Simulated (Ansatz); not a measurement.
# ZrN (Fm-3m) in Ansatz: further runs

The runs below take ZrN through band structure, with HSEsol, HSE06.

Program: Ansatz 0.2.0. These are calculated values, not measurements. Logs are shortened: lines on timing, memory, paths and dates and some standing lists are left out, and cuts for length are marked.

## Step 1: The structure

Symmetry: Fm-3m, No. 225, cubic system. The conventional cell has a = 4.600 Å, b = 4.600 Å, c = 4.600 Å, α = 90.00°, β = 90.00°, γ = 90.00°. Around Zr (site symmetry m-3m) lie 6 N at 2.30 Å. Around N (site symmetry m-3m) lie 6 Zr at 2.30 Å.

## Step 2: Band structure, HSEsol

Input file input.yaml:

```yaml
crystal:
  lattice:
    - [0.0, 2.3, 2.3]
    - [2.3, 0.0, 2.3]
    - [2.3, 2.3, 0.0]
  atoms:
    - { symbol: Zr, position: [0.5, 0.5, 0.5] }
    - { symbol: "N", position: [0.0, 0.0, 0.0] }
hamiltonian:
  xc:
    exchange: hjs_pbesol
    correlation: pbesol
    exx: { coeff: 0.25, omega: 0.207 }
  pseudopotentials: { kind: paw }
kpoints:
  mp_grid: { grid: [5, 5, 5] }
  band_path:
    path:
      - [[0.0, 0.0, 0.0], [0.5, 0.0, 0.5], [0.5, 0.25, 0.75], [0.375, 0.375, 0.75], [0.0, 0.0, 0.0], [0.5, 0.5, 0.5], [0.625, 0.25, 0.625], [0.5, 0.25, 0.75], [0.5, 0.5, 0.5], [0.375, 0.375, 0.75]]
      - [[0.625, 0.25, 0.625], [0.5, 0.0, 0.5]]
    npoints: 4
scf:
  occupations: { method: fermi_dirac, width: 0.05 }
  n_extra_bands: 6
output:
  forces: true
  stress: true
  eigenvalues: true
  fatbands: false
```

Potentials or basis: Ansatz PAW.

Run with:

```bash
$ ansatz run input.yaml --threads 2 --pin off --max-ram 5632MiB --backend cpu --events-out ev --progress --plain --runs-dir out
```

What it wrote:

```text
Warning: output.stress: scf.convergence.dr2_threshold = 1e-7 eV (the SCF's general default) is looser than the 2e-10 eV advised for a printed stress (1e-10 eV for each atom of the cell: 2). What an SCF threshold leaves in a stress goes as its square root, and in the free energy as the threshold itself, and one threshold admits the most on a small cell: of the crystals measured, under no hybrid functional and no lock of the moments, on runs that ended without the residual-converged pass, on stresses that held no estimate of that error, the worst erred by over 100 MPa in a component at 1e-7 eV an atom and by under 5 at 1e-10. Set scf.convergence.dr2_threshold to 2e-10 eV or tighter. The threshold is an SCF's pass mark: one that does not reach it within its budget of iterations ends unconverged, or closes short of it on a stop that the run arms, and scf.convergence.dr2_threshold's page says what that costs each kind of run
Warning: output.stress: scf.exx.energy_threshold = 1e-6 eV is looser than the 2e-8 eV advised for a stress under a hybrid functional (1e-8 eV for each atom of the cell: 2). Every SCF of the exchange loop can meet its threshold on dr2 while the loop round them stops early: no threshold on dr2 bounds what that leaves in the stress. Set scf.exx.energy_threshold to 2e-8 eV or tighter. The threshold is the loop's pass mark: a loop that does not reach it within its budget of cycles ends unconverged, and scf.exx.energy_threshold's page has the law
Warning: RAYON_NUM_THREADS=2 ignored (pool sized by the plan → 2); use --threads N
scf.n_extra_bands = 6 over 9 filled bands (N_el = 17.0): the run solves 15 bands
Engine: ansatz 0.2.0, aarch64-unknown-linux-gnu
Pseudopotentials: kind: paw
Pseudopotential: Zr, paw, valence charge 12, recommended cutoff 420 eV (normal), Zr.paw.azcp
Pseudopotential: N, paw, valence charge 5, recommended cutoff 420 eV (normal), N.paw.azcp
Functional definition: unnamed
  parameter a_1 = 0.25
  parameter omega_1 = 0.207/angstrom
  exchange = pbe_x(mu = 0.12345679012345678) + (-a_1)*hjs_pbesol_x_sr(omega_1) + a_1*exact_x_sr(omega_1)
  correlation = pbe_c(beta = 0.046)
Crystal: 2 atoms, lattice volume = 24.334 Å³
Basis set: ecut = 420 eV, 531 PW (Γ), exchange–correlation on 48×48×48 points (8 copies of the dense FFT grid, shifted against one another)
Bands: 15, of which v1, the nominal top of the filled ones, is band 9 counted from 1 (8 counted from 0)
Symmetry: 48 space group operations
Space group: Fm-3m (ITA 225), of the structure as read, at distance tolerance 2.9e-5 Å
k-points: 10 of 125
Non-local potential: Zr, projectors of the file, l = 0: 3, l = 1: 2, l = 2: 2, l = 3: 2
Non-local potential: N, projectors of the file, l = 0: 2, l = 1: 2, l = 2: 1
PAW form: soft (Blöchl's): semilocal exchange-correlation on the pseudo side does not see the compensation charge
PAW frozen core: Zr, regenerated for the run's functional, and the local potential with it (the file was generated under x = pbe(κ = 0.804, μ = 0.2195149727645171), c = pbe(β = 0.06672455060314922))
PAW frozen core: N, regenerated for the run's functional, and the local potential with it (the file was generated under x = pbe(κ = 0.804, μ = 0.2195149727645171), c = pbe(β = 0.06672455060314922))
PAW one-centre angular grid: Zr, 590 points (default); XC on 64 Gauss nodes
PAW one-centre angular grid: N, 110 points (default); XC on 64 Gauss nodes
Initial density: superposition of atomic densities (neutral atoms: chi_scale 0, normalization atom), corrected by the library's trained network
Initial wavefunctions: pseudopotential atomic-orbital guess
Functional: x = pbesol(κ = 0.804, μ = 0.12345679012345678), c = pbesol(β = 0.046), warm-up for x = hjs_pbesol + 0.25 (exact − hjs_pbesol) at short range (ω = 0.207 Å⁻¹), c = pbesol(β = 0.046)
SCF iter   1: F=—  HF=-4510.980563 eV  |F-HF|=—  |Δ(HF+E_count)|=         —  Δρ=1.14e-2  dr2=3.10e-2  ethr=1.77e-3  ⟨swp⟩=6.5  Hψ=626  notcnv=0
preconditioner: auto → none  [insulator: Δε(μ)=0.556 eV  Ē_g=20.782 eV  σ=0.050 eV  W_gap=0.53  n_scr=8 (ndim 8)  ℏωp=29.2 eV  f_vac=0.000  D(μ)=1.98/eV (n_scr^D=14)]
SCF iter   2: F=—  HF=-4510.973576 eV  |F-HF|=—  |Δ(HF+E_count)|=   6.99e-3  Δρ=3.93e-3  dr2=4.36e-3  ethr=1.82e-4  ⟨swp⟩=2.3  Hψ=304  notcnv=0  defer=1
iter 3 solved again at ethr=3.66e-7 eV; its pass at ethr=2.57e-5 eV (dr2=6.22e-5 eV) is discarded
SCF iter   3: F=—  HF=-4510.972750 eV  |F-HF|=—  |Δ(HF+E_count)|=   8.26e-4  Δρ=5.07e-4  dr2=6.49e-5  ethr=3.66e-7  ⟨swp⟩=3.0  Hψ=536  notcnv=0
SCF iter   4: F=—  HF=-4510.972737 eV  |F-HF|=—  |Δ(HF+E_count)|=   1.30e-5  Δρ=9.07e-5  dr2=1.71e-6  ethr=3.66e-7  ⟨swp⟩=2.7  Hψ=252  notcnv=0
SCF iter   5: F=—  HF=-4510.972737 eV  |F-HF|=—  |Δ(HF+E_count)|=   1.60e-8  Δρ=1.62e-5  dr2=5.37e-8  ethr=1.01e-8  ⟨swp⟩=3.2  Hψ=279  notcnv=0
SCF iter   6: F=-4510.972737 eV  HF=-4510.972737 eV  |F-HF|=1.13e-10  |Δ(HF+E_count)|=   7.08e-9  Δρ=1.40e-6  dr2=2.24e-10  ethr=3.16e-10  ⟨swp⟩=3.0  Hψ=283  notcnv=0
SCF 1 converged in 6 iterations: F = -4510.972737 eV  dr2 = 2.24e-10
Initial density: handed on by an earlier stage of this run
Initial wavefunctions: those handed on with the density
Functional: x = hjs_pbesol + 0.25 (exact − hjs_pbesol) at short range (ω = 0.207 Å⁻¹), c = pbesol(β = 0.046)
Exchange kernel: α = 0.2500, screened, ω = 0.2070 Å⁻¹, Wigner–Seitz truncation, v(0) = 1037.2173 eV·Å³, q-mesh 5×5×5, nearest image of the exchange supercell L = 16.26 Å, pair-density grid 15×15×15, without the augmentation charges, whose exchange is taken in its separable form by FFT convolution over the k-point mesh (sized by the pseudopotential files, 18×18×18 at the most), smooth part of the exact exchange by density-matrix convolution
Frozen-core exchange: fock
iter 1 solved again at ethr=3.33e-4 eV; its pass at ethr=1.00e-1 eV (dr2=5.67e-2 eV) is discarded
SCF iter   1: F=—  HF=-4530.114071 eV  |F-HF|=—  |Δ(HF+E_count)|=         —  Δρ=1.23e-2  dr2=5.97e-2  ethr=3.33e-4  ⟨swp⟩=3.3  Hψ=635  notcnv=0
preconditioner: auto → none  [insulator: Δε(μ)=0.324 eV  Ē_g=14.456 eV  σ=0.050 eV  W_gap=0.52  n_scr=8 (ndim 8)  ℏωp=22.6 eV  f_vac=0.000  D(μ)=1.92/eV (n_scr^D=14)]
SCF iter   2: F=—  HF=-4530.106338 eV  |F-HF|=—  |Δ(HF+E_count)|=   7.73e-3  Δρ=9.63e-3  dr2=1.67e-2  ethr=3.33e-4  ⟨swp⟩=3.1  Hψ=389  notcnv=0
SCF iter   3: F=—  HF=-4530.100966 eV  |F-HF|=—  |Δ(HF+E_count)|=   5.37e-3  Δρ=2.83e-3  dr2=1.14e-3  ethr=9.64e-5  ⟨swp⟩=2.7  Hψ=296  notcnv=0
SCF iter   4: F=—  HF=-4530.100525 eV  |F-HF|=—  |Δ(HF+E_count)|=   4.40e-4  Δρ=4.87e-4  dr2=3.78e-5  ethr=6.20e-6  ⟨swp⟩=3.0  Hψ=268  notcnv=0
SCF iter   5: F=-4530.100518 eV  HF=-4530.100518 eV  |F-HF|=2.70e-7  |Δ(HF+E_count)|=   7.34e-6  Δρ=7.55e-5  dr2=6.34e-7  ethr=1.96e-7  ⟨swp⟩=3.0  Hψ=278  notcnv=0
SCF 2 stopped early in 5 iterations: F = -4530.100518 eV  dr2 = 6.34e-7
hybrid outer 1: dexx = +5.878e-3 eV, tail = 8.12e-6 eV
Exchange kernel: α = 0.2500, screened, ω = 0.2070 Å⁻¹, Wigner–Seitz truncation, v(0) = 1037.2173 eV·Å³, q-mesh 5×5×5, nearest image of the exchange supercell L = 16.26 Å, pair-density grid 15×15×15, without the augmentation charges, whose exchange is taken in its separable form by FFT convolution over the k-point mesh (sized by the pseudopotential files, 18×18×18 at the most), smooth part of the exact exchange by density-matrix convolution
Frozen-core exchange: fock
SCF iter   1: F=—  HF=-4530.100511 eV  |F-HF|=—  |Δ(HF+E_count)|=         —  Δρ=6.06e-5  dr2=5.77e-7  ethr=2.39e-7  ⟨swp⟩=4.5  Hψ=410  notcnv=0
preconditioner: auto → none  [insulator: Δε(μ)=0.389 eV  Ē_g=14.323 eV  σ=0.050 eV  W_gap=0.52  n_scr=8 (ndim 8)  ℏωp=22.6 eV  f_vac=0.000  D(μ)=1.92/eV (n_scr^D=14)]
SCF iter   2: F=—  HF=-4530.100511 eV  |F-HF|=—  |Δ(HF+E_count)|=   3.84e-8  Δρ=3.27e-5  dr2=1.91e-7  ethr=3.35e-9  ⟨swp⟩=3.1  Hψ=288  notcnv=0
SCF iter   3: F=—  HF=-4530.100511 eV  |F-HF|=—  |Δ(HF+E_count)|=   1.41e-8  Δρ=1.55e-5  dr2=1.65e-8  ethr=1.04e-9  ⟨swp⟩=2.3  Hψ=245  notcnv=0  defer=1
SCF iter   4: F=-4530.100511 eV  HF=-4530.100511 eV  |F-HF|=5.82e-9  |Δ(HF+E_count)|=  1.75e-10  Δρ=4.96e-6  dr2=6.44e-9  ethr=9.65e-11  ⟨swp⟩=3.4  Hψ=346  notcnv=0  defer=1
SCF 3 converged in 4 iterations: F = -4530.100511 eV  dr2 = 6.44e-9
  Residual-converged pass: ⟨swp⟩=3.0  Hψ=264  notcnv=0  max |occ|·‖R‖ = 2.1e-6 eV (tolerance 2.4e-6 eV)  dr2=6.40e-9  dr2_onsite=2.70e-10  max |Δocc| = 2.4e-14
hybrid outer 2: dexx = +1.059e-7 eV, tail = 1.59e-8 eV, Δε = 1.37e-3 eV (about 6.39e-5 eV left of the loop's levels)
NSCF: frozen V_eff on 42 k-points
hybrid SCF converged: 2 outer / 9 inner (+6 warm-up), last move |dexx| = 1.06e-7 eV, tail = 1.59e-8 eV
Stability not checked: this state was not tested for a lower state beside it, because the functional holds exact exchange (a hybrid, or Hartree-Fock), whose exchange loop this test does not read (fock_operator; see scf.lower_state_search)
Free energy (F): -4530.100511 eV
Frozen-core exchange: fock
Harris-Foulkes:  -4530.100511 eV  (|F-HF|=5.82e-9)
Internal energy: -4530.087164 eV  (E = F + TS)
E sigma→0 (E₀):  -4530.093838 eV
Entropy (-TS):   -0.013347 eV (-6.674 meV/atom)
Fermi energy:    17.622036 eV
--- Per-component energies (eV) ---
  E_band       = -61.098049
  E_kinetic    = 465.613526
  E_local      = -624.923803  (includes V_loc(G=0)·N_el)
  E_nonlocal   = 122.881519
  E_hartree    = 186.394121
  E_xc         = -178.845131
  E_vxc        = -214.707348  (∫ρ·V_xc dr)
  E_exx        = -45.014430  (= α·E_x^exact, valence–valence)
  E_paw        = -3038.495560  (= ΣΔE_a)
  E_vpaw       = -92.721572  (= ΣTr[D̂ρ^β])
  E_aug_tail   = 0.000109  (compensation charges beyond the density's cutoff)
  E_ewald      = -1417.441055
  E_core_change = -0.256459  (= ΣΔE_core)
  E_smearing   = -0.013347  (= −TS)
  E_closure    = -0.000000  (closes the sum)
  Σ components = -4530.100511   (vs F -4530.100511, Δ=-9.09e-13)
--- Forces (eV/Å), atoms counted from 1 ---
  atom   1  Zr     0.00000000    -0.00000000     0.00000000
  atom   2  N     -0.00000000     0.00000000    -0.00000000
  max |Σ_I F_I| component: 3.09e-29 eV/Å
--- Stress (GPa, compression-positive) ---
      -11.054802       0.000000      -0.000000
       -0.000000     -11.054802       0.000000
        0.000000       0.000000     -11.054802
  P = ⅓ Tr σ = -11.0548 GPa (-110.548 kbar)
--- Band table (eV; the first three rows and the last of 10) ---
  k-point 0: bands = ["-35.8383", "-12.0583", "-12.0583", "-12.0583", "-0.9865", "14.1108", "14.1108", "14.1108", "17.2375", "17.2375", "17.2375", "19.4740", "19.4740", "20.7617", "27.0514"]
  k-point 1: bands = ["-35.7863", "-12.5418", "-12.0922", "-12.0922", "-0.1843", "11.6595", "12.5229", "12.5229", "17.9725", "18.3634", "18.3634", "21.8771", "21.8771", "22.6901", "29.4419"]
  k-point 2: bands = ["-35.7006", "-13.2384", "-12.1452", "-12.1452", "1.1833", "8.9866", "11.0100", "11.0100", "19.9853", "20.6135", "20.6135", "23.4248", "25.4034", "25.4034", "30.9363"]
  k-point 9: bands = ["-35.6481", "-12.9432", "-12.6306", "-12.3858", "0.3928", "10.6368", "11.6141", "11.8534", "17.6263", "20.1934", "22.3101", "22.6332", "24.6629", "28.2878", "29.8139"]
```

Run time: 66 s. Hardware: 2 threads of Arm Neoverse V2, shared host; peak memory 0.62 GiB.

What came out:

| Item | Value |
| --- | --- |
| Free energy | -4530.1005 eV |
| Pressure | -11.1 GPa |
| Band gap on the k mesh | none (metal or under the smearing width) |

Levels at the corners of the path, in eV from the Fermi level:
```
point  band 7  band 8  band 9  band 10  band 11  band 12
    Γ   -3.51   -3.51   -0.38    -0.38    -0.38     1.85
    X   -4.15   -4.15   -4.05     3.78     5.08     5.08
    W   -5.87   -5.87    1.08     1.08     5.10     5.15
    K   -5.92   -5.50   -0.92     3.83     4.13     5.72
    Γ   -3.51   -3.51   -0.38    -0.38    -0.38     1.85
    L   -6.82   -6.82    3.45     3.52     3.52     4.85
    U   -5.92   -5.50   -0.92     3.83     4.13     5.72
    W   -5.87   -5.87    1.08     1.08     5.10     5.15
    L   -6.82   -6.82    3.45     3.52     3.52     4.85
    K   -5.92   -5.50   -0.92     3.83     4.13     5.72
    U   -5.92   -5.50   -0.92     3.83     4.13     5.72
    X   -4.15   -4.15   -4.05     3.78     5.08     5.08
```

Caveat: the k mesh is coarse (spacing up to 0.47 Å⁻¹), so the values aren't converged, least of all with exact exchange; the pressure holds a Pulay correction of +0.3 GPa for the finite cutoff; the PAW data sets come from PBE, with cores solved anew for the run's functional, which leaves a small shift of forces and pressure; the thresholds are loose for stress.

## Step 3: Band structure, HSE06

Changes to input.yaml since step 2:

```diff
@@ -9,6 +9,3 @@
 hamiltonian:
-  xc:
-    exchange: hjs_pbesol
-    correlation: pbesol
-    exx: { coeff: 0.25, omega: 0.207 }
+  xc: hse06
   pseudopotentials: { kind: paw }
@@ -29 +26,5 @@
   fatbands: false
+  write_density: true
+  write_potential: true
+  elf: true
+  volumetric_format: npy
```

Potentials or basis: Ansatz PAW.

Run with:

```bash
$ ansatz run input.yaml --threads 2 --pin off --max-ram 5632MiB --backend cpu --events-out ev --progress --plain --runs-dir out
```

Wall time 77 s (2 threads of Arm Neoverse V1, shared host); peak memory 0.64 GiB.

The run converged. Its results:

| Quantity | Value |
| --- | --- |
| Free energy | -4573.5805 eV |
| Pressure | -6.5 GPa |
| Band gap on the k mesh | none (metal or under the smearing width) |

Levels at the corners of the path, in eV from the Fermi level:
```tsv
point	band 5	band 6	band 7	band 8	band 9	band 10	band 11	band 12	band 13	band 14
Γ	-18.68	-3.54	-3.54	-3.54	-0.37	-0.37	-0.37	1.86	1.86	3.14
X	-18.07	-5.79	-4.17	-4.17	-4.03	3.77	5.06	5.06	5.47	9.74
W	-17.42	-6.58	-5.89	-5.89	1.08	1.08	5.07	5.12	6.45	12.21
K	-17.47	-6.67	-5.93	-5.52	-0.91	3.82	4.11	5.70	6.30	11.09
Γ	-18.68	-3.54	-3.54	-3.54	-0.37	-0.37	-0.37	1.86	1.86	3.14
L	-16.28	-9.05	-6.82	-6.82	3.43	3.51	3.51	4.87	8.50	8.50
U	-17.47	-6.67	-5.93	-5.52	-0.91	3.82	4.11	5.70	6.30	11.09
W	-17.42	-6.58	-5.89	-5.89	1.08	1.08	5.07	5.12	6.45	12.21
L	-16.28	-9.05	-6.82	-6.82	3.43	3.51	3.51	4.87	8.50	8.50
K	-17.47	-6.67	-5.93	-5.52	-0.91	3.82	4.11	5.70	6.30	11.09
U	-17.47	-6.67	-5.93	-5.52	-0.91	3.82	4.11	5.70	6.30	11.09
X	-18.07	-5.79	-4.17	-4.17	-4.03	3.77	5.06	5.06	5.47	9.74
```

Caveat: the k mesh is coarse (spacing up to 0.47 Å⁻¹), so the values aren't converged, least of all with exact exchange; the PAW data sets come from PBE, with cores solved anew for the run's functional, which leaves a small shift of forces and pressure; the thresholds are loose for stress.
